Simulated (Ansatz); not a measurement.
A strain series on SiC (zincblende): uniaxial along x, other directions held

SiC (zincblende), relaxed with r2SCAN in the PAW code Ansatz, then strained (uniaxial along x, other directions held; changes of length per length, axes as in the cell below) with the atoms relaxed again within the symmetry that is left. The symmetry is F-43m (No. 216, cubic); a = 4.356 Å in the conventional setting, 10.33 Å³ an atom. Si has 4 C at 1.89 Å; C has 4 Si at 1.89 Å. The values are computed, spin-unpolarised, and not measurements.

```yaml
crystal:
  lattice:
    - [0.00000, 2.17805, 2.17805]
    - [2.17805, 0.00000, 2.17805]
    - [2.17805, 2.17805, 0.00000]
  atoms:
    - { symbol: Si, position: [0.00000, 0.00000, 0.00000] }
    - { symbol: C, position: [0.25000, 0.25000, 0.25000] }
```

Gaps are the least over each mesh (PBE 10×10×10, r2SCAN 10×10×10, HSE06 8×8×8 when unstrained) and the special points, which keep their unstrained names; stress is the change from the unstrained cell, compression positive.

```tsv
strain (%)	gap, PBE (eV)	gap, r2SCAN (eV)	gap, HSE06 (eV)	edges, HSE06	stress along the strain, r2SCAN (GPa)	energy rise, r2SCAN (meV/atom)
-2.0	1.128	1.480	1.995	Γ → X	+8.37	5.4
-1.61	1.173	1.525	2.040	Γ → X	+6.72	3.5
-0.5	1.301	1.655	2.169	Γ → X	+2.08	0.3
0.0	1.358	1.713	2.227	Γ → X	0.00	0.0
+3.35	1.216	1.556	2.068	Γ → X	-13.58	14.7
```

Between zero and the nearest strains the slope of the HSE06 gap against strain is +0.116 eV per percent for negative and -0.047 for positive strain; it falls either way, as happens when edge states split or other valleys take over.

The meshes of the hybrids are coarse, so their gaps aren't converged to the digits shown.
